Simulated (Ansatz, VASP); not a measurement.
## Zn: VASP beside Ansatz

The input INCAR:

```
SYSTEM = Zn
PREC     = Accurate       ! precision mode
ENCUT    = 520            ! plane-wave cutoff, eV
EDIFF    = 1E-7           ! SCF threshold, eV
ISMEAR   = 0              ! smearing method
SIGMA    = 0.15           ! smearing width, eV
LREAL    = .False.        ! projectors in reciprocal space
LASPH    = .True.         ! aspherical terms in the spheres
NELM     = 100            ! most SCF steps
ALGO     = Fast           ! electronic algorithm
ISIF     = 2              ! what is computed and relaxed
LWAVE    = .False.        ! write WAVECAR
LCHARG   = .False.        ! write CHGCAR
NBANDS   = 19             ! bands
```

KPOINTS

```
regular mesh
0
Gamma
  21 21 10
  0 0 0
```

The input POSCAR:

```
Zn
1.0
    2.7447419948      0.0000000000      0.0000000000
   -1.3723709974      2.3770162943      0.0000000000
    0.0000000000      0.0000000000      4.9467000000
Zn
2
Direct
    0.3333333333      0.6666666667      0.2500000000
    0.6666666667      0.3333333333      0.7500000000
```

Input for Ansatz:

```yaml
crystal:
  lattice:
    - [2.7447419948, 0.0, 0.0]
    - [-1.3723709974, 2.3770162943, 0.0]
    - [0.0, 0.0, 4.9467]
  atoms:
    - { symbol: Zn, position: [0.3333333333, 0.6666666667, 0.25] }
    - { symbol: Zn, position: [0.6666666667, 0.3333333333, 0.75] }
basis:
  ecutwfc: 420
kpoints:
  mp_grid: { grid: [21, 21, 10] }
hamiltonian:
  xc: lda
scf:
  occupations: { method: gaussian, width: 0.15 }
output:
  forces: true
  stress: true
  eigenvalues: true
```

Change from the starting cell: strain +0.030 along x and y, +0.000 along z, atoms carried along.

Alike in both runs: task single point; functional LDA; k mesh 21 × 21 × 10; occupations gaussian, width 0.15 eV; no spin polarisation.

|  | VASP | Ansatz |
| --- | --- | --- |
| version | VASP 6.6.1 | Ansatz 0.2.0 |
| potentials or method | VASP PAW LDA potentials, release 64 (Zn) | scalar-relativistic, plane waves, PAW |
| plane-wave cutoff (eV) | 520 | 420 |
| valence electrons in the cell | 24 | 24 |

Ansatz gave:

```
gap on the k mesh at the Fermi level (eV)       : none
pressure (GPa)                                  : -11.6
largest component of the traceless stress (GPa) : 2.51
```

Question: Which values does VASP return?

Answer: gap on the k mesh at the Fermi level (eV): none; pressure (GPa): -11.1; largest component of the traceless stress (GPa): 2.42.

A gap of «none» marks a metal or a gap that the smearing closes.
